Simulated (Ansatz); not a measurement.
**C: a stacking-fault curve**

This session takes C and sets out to slide the crystal rigidly across a (1 1 1) plane.

Computed with Ansatz 0.2.0 (DFT PBE, scalar-relativistic, plane waves, PAW, unless a step's input says otherwise).

**1. The system as given**

The structure is cubic, space group Fd-3m (No. 227). Conventional cell: a = 3.567 Å, b = 3.567 Å, c = 3.567 Å, α = 90.00°, β = 90.00°, γ = 90.00°. Around C (site symmetry -43m) lie 4 C at 1.54 Å.

Coordinates:

```
CELL_PARAMETERS angstrom
1.78340 -1.78340 0.00000
1.78340 0.00000 -1.78340
7.13360 7.13360 7.13360
ATOMIC_POSITIONS crystal
C 0.66667 0.66667 0.41667
C 0.00000 0.00000 0.25000
C 0.33333 0.33333 0.58333
C 0.66667 0.66667 0.91667
C 0.00000 0.00000 0.75000
C 0.33333 0.33333 0.08333
C 0.66667 0.66667 0.54167
C 0.00000 0.00000 0.37500
C 0.33333 0.33333 0.70833
C 0.66667 0.66667 0.04167
C 0.00000 0.00000 0.87500
C 0.33333 0.33333 0.20833
```

The cell is taken as given, not relaxed at this level.

**2. Zero of energy**

The cell is repeated 6 times, 12 atoms in all. The reference gives a free energy of -3009.6925 eV, pressure 1.75 GPa, largest force 0.000 eV/Å and gap on the mesh 4.18 eV. It was computed beforehand with the settings of the runs below.

**3. Setting up a stacking-fault curve**

The cut lies on the cell's a–b face, a (1 1 1) plane of area 5.51 Å², between layers 1.54 Å apart (C below, C above); the cell is 12.4 Å thick. Vector c is tilted by f times 1·a + 1·b (length 4.368 Å) with the atoms' Cartesian places fixed: one unrelaxed fault per cell.

**4. f = 0.167**

File input.yaml:

```yaml
crystal:
  lattice:
    - [1.7834, -1.7834, 0.0]
    - [1.7834, 0.0, -1.7834]
    - [7.72818556, 6.83630722, 6.83630722]
  atoms:
    - { symbol: C, position: [0.6215131933, 0.6215131933, 0.2708666667] }
    - { symbol: C, position: [-0.01737014, -0.01737014, 0.1042] }
    - { symbol: C, position: [0.2603965267, 0.2603965267, 0.4375333333] }
    - { symbol: C, position: [0.5381631933, 0.5381631933, 0.7708666667] }
    - { symbol: C, position: [0.89927986, 0.89927986, 0.6042] }
    - { symbol: C, position: [0.1770465267, 0.1770465267, 0.9375333333] }
    - { symbol: C, position: [0.6006756933, 0.6006756933, 0.3958666667] }
    - { symbol: C, position: [0.96179236, 0.96179236, 0.2292] }
    - { symbol: C, position: [0.2395590267, 0.2395590267, 0.5625333333] }
    - { symbol: C, position: [0.5173256933, 0.5173256933, 0.8958666667] }
    - { symbol: C, position: [-0.12155764, -0.12155764, 0.7292] }
    - { symbol: C, position: [0.3229090267, 0.3229090267, 0.0625333333] }
basis:
  ecutwfc: 420
kpoints:
  mp_grid: { grid: [10, 10, 2] }
hamiltonian:
  xc: pbe
scf:
  occupations: { method: gaussian, width: 0.05 }
output:
  forces: true
  stress: true
  eigenvalues: true
```

Run with:

```sh
> ansatz run input.yaml --threads 2 --pin off --max-ram 5120MiB --backend cpu --events-out ev --progress --plain --runs-dir out
```

The session goes on with these runs: f = 0.333; f = 0.500; At f = 0.667; At f = 0.833; point f = 0.083; point f = 0.250; point f = 0.417; At f = 0.583; point f = 0.750; point f = 0.917.

What does the calculation give? Wanted: largest shear traction sampled.

As calculated:

| quantity | value |
| --- | --- |
| highest fault energy sampled | 17441 mJ/m² at f = 0.333 |
| largest shear traction sampled | 180.0 GPa |

The highest point computed is 17441 mJ/m², at f = 0.333; the true top can lie between points. A dip at f = 0.583 (10776 mJ/m²) marks a possible metastable fault. Nothing is relaxed, so these energies are upper bounds; letting the layers move apart would lower them. The gap on the mesh, 4.18 eV at the start, reads zero at f = 0.333.
